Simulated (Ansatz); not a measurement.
The system is PtS2.

```
Pt S
1.0
     3.54320    0.00000    0.00000
    -1.77160    3.06850    0.00000
     0.00000    0.00000    5.03880
Pt S
1 2
Direct
  0.00000 0.00000 0.00000
  0.66667 0.33333 0.77300
  0.33333 0.66667 0.22700
```

Base run:

* Program: Ansatz 0.2.0
* Functional: PBEsol
* Potentials or basis: Ansatz PAW
* Cutoff: 420 eV (not typed: the program's choice for these potentials)
* k mesh: 7 × 7 × 4
* Occupations: fermi-dirac, width 0.05 eV
* Spin: spin-orbit coupling, no magnetisation

Its results: band gap on the k mesh 0.81 eV, indirect (least direct gap 0.97 eV); pressure 6.4 GPa; largest force 0.967 eV/Å.

Question: The run is repeated on the same cell with these changes: functional from PBEsol to LDA. What comes out?

Answer: Band gap on the k mesh 0.77 eV, indirect (least direct gap 0.92 eV); pressure 3.6 GPa; largest force 0.822 eV/Å.

LDA binds more tightly than PBEsol, so the same cell stands under less pressure.

Caveats: the PAW data sets come from PBE, with cores solved anew for the run's functional, which leaves a small shift of forces and pressure.

A k mesh can miss the band edges.
